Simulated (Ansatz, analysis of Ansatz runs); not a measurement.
# Does Ge_Ti go to the (001) surface of TiO2?

How does the energy of Ge_Ti change with depth under the (001) face of TiO2? Model: a cell of 108 host atoms with 1 Ti taken out and 1 Ge put in, a symmetric slab with vacuum.

Method: plane-wave PAW DFT, PBEsol; a slab with vacuum, neutral defects, in Ansatz 0.2.0.

## (1) Set-up

The cell holds 108 atoms: 35 Ti, 72 O and 1 Ge. Cell: a = 11.348 Å, b = 11.348 Å, c = 21.000 Å, α = 90.0°, β = 90.0°, γ = 90.0°. It derives from TiO2 (space group I4_1/amd), repeated 3×3×1. Vacuum lies along c. Nearest the centre at fractional (0.666, 0.675, 0.666): Ge49 at 0.00 Å, O67 at 1.74 Å, O60 at 1.91 Å, O93 at 1.94 Å, O57 at 1.94 Å, O55 at 2.20 Å, Ti88 at 2.98 Å, Ti52 at 2.98 Å.

The cell's shortest repeat is 11.3 Å.

## (2) The clean slab

The slab is cut stoichiometric, symmetric and without a dipole, at the in-plane lattice of the database's bulk structure, and all its atoms relax. Miller indices refer to pymatgen's conventional standard cell, whose axes can be ordered otherwise than in the space-group symbol.

The input, slab/input.yaml:

```yaml
crystal:
  lattice:
    - [3.78254, 0.0, 0.0]
    - [0.0, 3.78254, 0.0]
    - [0.0, 0.0, 21.0]
  atoms:
    - { symbol: Ti, position: [1.0, 1.0, 0.6716968] }
    - { symbol: Ti, position: [1.0, 0.5, 0.3283032] }
    - { symbol: Ti, position: [0.5, 0.5, 0.4427677] }
    - { symbol: Ti, position: [0.5, 1.0, 0.5572323] }
    - { symbol: O, position: [1.0, 0.5, 0.4231495] }
    - { symbol: O, position: [1.0, 1.0, 0.3086849] }
    - { symbol: O, position: [1.0, 0.5, 0.6913151] }
    - { symbol: O, position: [0.5, 0.5, 0.3479214] }
    - { symbol: O, position: [0.5, 1.0, 0.6520786] }
    - { symbol: O, position: [0.5, 0.5, 0.537614] }
    - { symbol: O, position: [0.5, 1.0, 0.462386] }
    - { symbol: O, position: [1.0, 1.0, 0.5768505] }
basis:
  ecutwfc: 420
  xc_grid: 2
hamiltonian:
  xc: pbesol
  pseudopotentials: { kind: paw, azcp: { folder: soft_1 }, xc_functional: pbe }
kpoints:
  mp_grid: { grid: [6, 6, 1] }
scf:
  occupations: { method: fermi_dirac, width: 0.01 }
  max_iter: 100
relax:
  f_tol: 0.01
  max_steps: 100
  random_displacement: { amplitude: 0.03, seed: 506 }
output:
  forces: true
  eigenvalues: true
```

The run is started by

```sh
> ansatz run input.yaml --threads 32 --pin off --max-ram 84787MiB --backend cuda --events-out ev --progress --plain --runs-dir out --max-vram 78GiB
```

Numbers of over 12 decimals in the logs are rounded to 6 here.

Output:

```text
[...]
Engine: ansatz 0.2.0, aarch64-unknown-linux-gnu
[...]
Pseudopotential: Ti, paw, valence charge 12, recommended cutoff 420 eV (normal), soft_1/Ti.paw.azcp
Pseudopotential: O, paw, valence charge 6, recommended cutoff 420 eV (normal), soft_1/O.paw.azcp
Functional definition: PBEsol
[...]
Crystal: 12 atoms, lattice volume = 300.460 Å³
Basis set: ecut = 420 eV, 5823 PW (Γ), exchange–correlation on 54×54×288 points (8 copies of the dense FFT grid, shifted against one another)
Bands: 60, of which v1, the nominal top of the filled ones, is band 48 counted from 1 (47 counted from 0)
[...]
k-points: 20 of 36 (time reversal used)
[...]
Functional: x = pbesol(κ = 0.804, μ = 0.123457), c = pbesol(β = 0.046)
SCF iter   1: F=—  HF=-14416.279778 eV  |F-HF|=—  |Δ(HF+E_count)|=         —  Δρ=1.55e-1  dr2=7.87e1  ethr=3.10e-3  ⟨swp⟩=7.0  Hψ=4470  notcnv=0
[...]
SCF iter   7: F=-14397.298052 eV  HF=-14397.298055 eV  |F-HF|=3.36e-6  |Δ(HF+E_count)|=   2.98e-5  Δρ=7.84e-5  dr2=2.06e-5  ethr=8.10e-8  ⟨swp⟩=11.1  Hψ=4853  notcnv=0
SCF 2 converged in 7 iterations: F = -14397.298052 eV  dr2 = 2.06e-5
[...]
SCF 7 converged in 3 iterations: F = -14397.531734 eV  dr2 = 6.67e-8
relax step   7: F+E_penalty+E_count = -14397.53173412 eV  Δ(F+E_penalty+E_count) = -1.176e-7 eV  max|allowed force component| = 7.857e-3 eV/Å  Δτ_max = 0.0000 Å  (3 SCF iters, accepted)
SCF converged after 3 iterations
[...]
--- Forces (eV/Å), atoms counted from 1 ---
[...]
--- Band table (eV; the first three rows and the last of 20) ---
[...]
--- Relaxed structure (7 steps of the walk, 7 accepted, 0 SCFs on fresh bases) ---
[...]
```

Run time: 6.3 s. Hardware: 1 × NVIDIA GB200 with 32 threads of Arm Neoverse V2, shared host; peak memory 1 GiB.

Step by step:

```
step  energy less that of the first step (eV)  largest force component (eV/Å)
   1                                   0.0000                          1.8955
   2                                  -0.1465                          0.6594
   3                                  -0.2402                          0.5931
   4                                  -0.2898                          0.6416
   5                                  -0.3783                          0.0839
   6                                  -0.3802                          0.0077
   7                                  -0.3802                          0.0079
```

The atoms that moved most (Å, from the sites as typed, ahead of the random displacement, the mean shift of all atoms taken out):

```
atom      dx      dy      dz  length
  O6  -0.001  -0.152  -0.031   0.155
  O7   0.001  -0.151   0.031   0.154
  O8  -0.001  -0.143   0.045   0.150
  O9   0.001  -0.143  -0.045   0.150
 O12   0.001   0.144  -0.030   0.147
  O5  -0.001   0.144   0.030   0.147
 Ti1   0.001   0.091  -0.109   0.142
 Ti2  -0.001   0.091   0.109   0.142
```

The relaxed structure:

```
Ti O
1.0
     3.78254    0.00000    0.00000
     0.00000    3.78254    0.00000
     0.00000    0.00000   21.00000
Ti O
4 8
Direct
  0.99827 0.02420 0.66614
  0.99778 0.52414 0.33310
  0.49774 0.50328 0.44256
  0.49822 0.00329 0.55668
  0.99777 0.53819 0.42422
  0.99775 0.96004 0.30683
  0.99822 0.46011 0.69241
  0.49776 0.46217 0.34967
  0.49822 0.96223 0.64957
  0.49827 0.51265 0.53691
  0.49772 0.01265 0.46233
  0.99822 0.03821 0.57502
```

With the common shift taken out, atoms move by up to 0.15 Å from the bulk-cut sites, and by up to 0.11 Å along the normal.

On a dense mesh the slab's energy differs by under 1 meV an atom, so the sampling is kept; the layers are compared at one sampling, where most of this error should cancel, which was not tested.

## (3) Does the supercell reconstruct?

The clean supercell is relaxed from displaced atoms, since a reconstruction that only the larger cell allows would otherwise be counted to the defect.

The input, pristine.relax/input.yaml:

```yaml
crystal:
  lattice:
    - [11.34762, 0.0, 0.0]
    - [0.0, 11.34762, 0.0]
    - [0.0, 0.0, 21.0]
  atoms:
    - { symbol: Ti, position: [0.33275651, 0.34140066, 0.66614225] }
    - { symbol: Ti, position: [0.33259406, 0.17471397, 0.33310043] }
    - { symbol: Ti, position: [0.16591469, 0.16776128, 0.44256067] }
    - { symbol: Ti, position: [0.16607278, 0.33442855, 0.55668027] }
[... 98 atom lines left out ...]
    - { symbol: O, position: [0.99940767, 0.82003751, 0.69240609] }
    - { symbol: O, position: [0.83258779, 0.82072429, 0.34967243] }
    - { symbol: O, position: [0.83273934, 0.98741099, 0.64957026] }
    - { symbol: O, position: [0.83275722, 0.83755104, 0.53690934] }
    - { symbol: O, position: [0.83257411, 1.00421725, 0.46233023] }
    - { symbol: O, position: [0.99940564, 1.01273684, 0.57501873] }
basis:
  ecutwfc: 420
  xc_grid: 2
hamiltonian:
  xc: pbesol
  pseudopotentials: { kind: paw, azcp: { folder: soft_1 }, xc_functional: pbe }
kpoints:
  mp_grid: { grid: [2, 2, 1] }
scf:
  occupations: { method: fermi_dirac, width: 0.01 }
  max_iter: 80
output:
  forces: true
relax:
  f_tol: 0.015
  max_steps: 80
  random_displacement: { amplitude: 0.05, seed: 515 }
```

Output:

```text
[...]
Crystal: 108 atoms, lattice volume = 2704.138 Å³
Basis set: ecut = 420 eV, 52739 PW (Γ), exchange–correlation on 160×160×288 points (8 copies of the dense FFT grid, shifted against one another)
Bands: 540, of which v1, the nominal top of the filled ones, is band 432 counted from 1 (431 counted from 0)
[...]
k-points: 4
[...]
SCF 1 converged in 14 iterations: F = -129575.631161 eV  dr2 = 3.78e-6
[...]
relax step   1: F+E_penalty+E_count = -129575.63116127 eV  Δ(F+E_penalty+E_count) = +0.000e0 eV  max|allowed force component| = 1.868e0 eV/Å  Δτ_max = 0.0000 Å  (14 SCF iters, dr2 threshold 5.63e-6 eV [...]
[...]
SCF 2 converged in 8 iterations: F = -129577.248370 eV  dr2 = 3.01e-5
[...]
SCF 5 converged in 3 iterations: F = -129577.785916 eV  dr2 = 5.74e-8
relax step   5: F+E_penalty+E_count = -129577.78591630 eV  Δ(F+E_penalty+E_count) = -2.165e-8 eV  max|allowed force component| = 1.092e-2 eV/Å  Δτ_max = 0.0000 Å  (3 SCF iters, accepted)
[...]
SCF converged after 3 iterations
[...]
```

It took 9.4 s on 1 × NVIDIA GB200 with 32 threads; peak memory 1.9 GiB.

Atoms end at most 0.00 Å from the small cell's positions, so the small cell's structure is at least a local minimum.

## (4) The defect, layer by layer

Each layer's defect is relaxed from random displacements. Layer 1 is shown in full.

The input, layer1_M0.relax/input.yaml:

```yaml
crystal:
  lattice:
    - [11.34762, 0.0, 0.0]
    - [0.0, 11.34762, 0.0]
    - [0.0, 0.0, 21.0]
  atoms:
    - { symbol: Ti, position: [0.33273302, 0.34137733, 0.66619057] }
    - { symbol: Ti, position: [0.33260131, 0.17450745, 0.33307531] }
[... 10 atom lines left out ...]
    - { symbol: Ti, position: [0.33274855, 0.67466869, 0.66620455] }
[... 5 atom lines left out ...]
    - { symbol: O, position: [0.33277343, 0.48662886, 0.69254779] }
[... 4 atom lines left out ...]
    - { symbol: O, position: [0.3327228, 0.67966039, 0.57506719] }
    - { symbol: Ti, position: [0.332742, 1.00797105, 0.66620344] }
[... 5 atom lines left out ...]
    - { symbol: O, position: [0.3327684, 0.8199389, 0.69253555] }
[... 5 atom lines left out ...]
    - { symbol: Ti, position: [0.66609649, 0.34134991, 0.66619816] }
[... 2 atom lines left out ...]
    - { symbol: Ti, position: [0.49940942, 0.33460901, 0.55671141] }
[... 2 atom lines left out ...]
    - { symbol: O, position: [0.66607155, 0.15321082, 0.69255814] }
[... 1 atom line left out ...]
    - { symbol: O, position: [0.49940791, 0.32055943, 0.64958968] }
[... 2 atom lines left out ...]
    - { symbol: O, position: [0.66608018, 0.34635648, 0.575069] }
    - { symbol: Ge, position: [0.66608176, 0.67466621, 0.66620265] }
[... 1 atom line left out ...]
    - { symbol: Ti, position: [0.49925472, 0.50124526, 0.44249263] }
    - { symbol: Ti, position: [0.49939468, 0.66787376, 0.55669702] }
    - { symbol: O, position: [0.66590161, 0.51301745, 0.42415455] }
[... 1 atom line left out ...]
    - { symbol: O, position: [0.66609598, 0.4866135, 0.69252703] }
[... 1 atom line left out ...]
    - { symbol: O, position: [0.49940328, 0.65383226, 0.64956994] }
    - { symbol: O, position: [0.49948352, 0.50439036, 0.53685233] }
    - { symbol: O, position: [0.49918135, 0.67103476, 0.46232249] }
    - { symbol: O, position: [0.66607564, 0.67973476, 0.5750666] }
    - { symbol: Ti, position: [0.66608897, 1.00797497, 0.66619932] }
[... 1 atom line left out ...]
    - { symbol: Ti, position: [0.49924997, 0.83457737, 0.44252474] }
    - { symbol: Ti, position: [0.49939342, 1.00124538, 0.55670353] }
    - { symbol: O, position: [0.66592847, 0.84633603, 0.42413785] }
[... 1 atom line left out ...]
    - { symbol: O, position: [0.66606062, 0.81989069, 0.69257963] }
[... 1 atom line left out ...]
    - { symbol: O, position: [0.49940985, 0.9871754, 0.64958023] }
    - { symbol: O, position: [0.49934665, 0.83767028, 0.53686115] }
[... 1 atom line left out ...]
    - { symbol: O, position: [0.6660889, 1.01304074, 0.57506643] }
    - { symbol: Ti, position: [0.99939898, 0.34134321, 0.66621603] }
[... 2 atom lines left out ...]
    - { symbol: Ti, position: [0.83275626, 0.33454755, 0.55669246] }
[... 4 atom lines left out ...]
    - { symbol: O, position: [0.83273761, 0.32051179, 0.64960749] }
[... 3 atom lines left out ...]
    - { symbol: Ti, position: [0.99940454, 0.67465816, 0.66621573] }
[... 1 atom line left out ...]
    - { symbol: Ti, position: [0.832591, 0.50124565, 0.44251237] }
    - { symbol: Ti, position: [0.83274316, 0.66786962, 0.55670398] }
[... 2 atom lines left out ...]
    - { symbol: O, position: [0.99936295, 0.4866095, 0.69254225] }
[... 1 atom line left out ...]
    - { symbol: O, position: [0.83272097, 0.65382716, 0.64958884] }
    - { symbol: O, position: [0.8327457, 0.50434228, 0.53687618] }
    - { symbol: O, position: [0.83256193, 0.67099596, 0.46236256] }
    - { symbol: O, position: [0.99940542, 0.67969388, 0.57509355] }
    - { symbol: Ti, position: [0.99942, 1.00801375, 0.66623344] }
[... 1 atom line left out ...]
    - { symbol: Ti, position: [0.83257234, 0.83457409, 0.4425155] }
    - { symbol: Ti, position: [0.83277378, 1.00124403, 0.55670098] }
[... 2 atom lines left out ...]
    - { symbol: O, position: [0.99939608, 0.8199246, 0.69253363] }
[... 1 atom line left out ...]
    - { symbol: O, position: [0.83275544, 0.98715061, 0.64959974] }
    - { symbol: O, position: [0.83280684, 0.83767169, 0.53685132] }
[... 1 atom line left out ...]
    - { symbol: O, position: [0.9994078, 1.01303451, 0.57510597] }
basis:
  ecutwfc: 420
  xc_grid: 2
hamiltonian:
  xc: pbesol
  pseudopotentials: { kind: paw, azcp: { folder: soft_1 }, xc_functional: pbe }
kpoints:
  mp_grid: { grid: [2, 2, 1] }
scf:
  occupations: { method: fermi_dirac, width: 0.01 }
  max_iter: 80
output:
  forces: true
relax:
  f_tol: 0.03
  max_steps: 90
  random_displacement: { amplitude: 0.05, seed: 507 }
```

Output:

```text
[... repeated set-up lines and file paths are left out, and long positions are rounded to six places ...]
[...]
Crystal: 108 atoms, lattice volume = 2704.138 Å³
Basis set: ecut = 420 eV, 52739 PW (Γ), exchange–correlation on 160×160×288 points (8 copies of the dense FFT grid, shifted against one another)
Bands: 541, of which v1, the nominal top of the filled ones, is band 433 counted from 1 (432 counted from 0)
[...]
k-points: 4
[...]
SCF 2 converged in 8 iterations: F = -131351.787847 eV  dr2 = 4.53e-5
[...]
relax step   7: F+E_penalty+E_count = -131352.51236811 eV  Δ(F+E_penalty+E_count) = -3.725e-2 eV  max|allowed force component| = 1.893e-1 eV/Å  Δτ_max = 0.1561 Å  (8 SCF iters, dr2 threshold 2.98e-5 e [...]
[...]
relax step  10: F+E_penalty+E_count = -131352.67726368 eV  Δ(F+E_penalty+E_count) = -6.476e-2 eV  max|allowed force component| = 5.496e-1 eV/Å  Δτ_max = 0.1952 Å  (7 SCF iters, dr2 threshold 6.95e-5 e [...]
[...]
relax step  19: F+E_penalty+E_count = -131352.78030448 eV  Δ(F+E_penalty+E_count) = -6.309e-4 eV  max|allowed force component| = 1.497e-2 eV/Å  Δτ_max = 0.0077 Å  (10 SCF iters, accepted)
[...]
```

The job ended after 31 s (1 × NVIDIA GB200 with 32 threads; peak memory 2.2 GiB; 2.2 min of CPU time).

[end of part 1 of 2]

[Logs are printed without paths, hosts, clocks, repeated set-up lines and the standing remarks that a program may print on its own settings, such as how far it seeks lower states.]

[Hosts, paths, dates, database ids (printed as entryN), source tags and the programs' standing remarks are cut or masked in the printed files.]

[Maps of the electrostatic potential energy from Ansatz leave out the sawtooth potential of an applied field or a dipole correction, so their vacuum need not be flat.]
